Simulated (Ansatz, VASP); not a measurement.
## One calculation of Ti3Al, two programs

```
CELL_PARAMETERS angstrom
2.98496 0.00000 0.00000
-1.49248 2.58505 0.00000
0.00000 0.00000 9.40732
ATOMIC_POSITIONS crystal
Ti 0.33333 0.66667 0.24941
Ti 0.33333 0.66667 0.75059
Ti 0.66667 0.33333 0.00000
Al 0.66667 0.33333 0.50000
```

Change from the starting cell: volume scaled by 1.06.

Alike in both runs: task single point; functional PBE; k mesh 10 × 10 × 3; occupations fermi-dirac, width 0.05 eV; no spin polarisation.

```csv
,VASP,Ansatz
version,VASP 6.6.1,Ansatz 0.2.0
potentials or method,"VASP PAW PBE potentials, release 64 (Ti_sv, Al)",Ansatz PAW
plane-wave cutoff (eV),520,420
valence electrons in the cell,39,39
```

```csv
,VASP,Ansatz,Ansatz less VASP
gap on the k mesh at the Fermi level (eV),none,none,-
pressure (GPa),-5.6,-5.5,+0.13
largest component of the traceless stress (GPa),0.23,0.24,+0.012
rms of the force components (eV/Å),0.019,0.017,-0.0023
```

Atom by atom the forces differ by 0.002 eV/Å (rms over components). A gap of «none» marks a metal or a gap that the smearing closes.
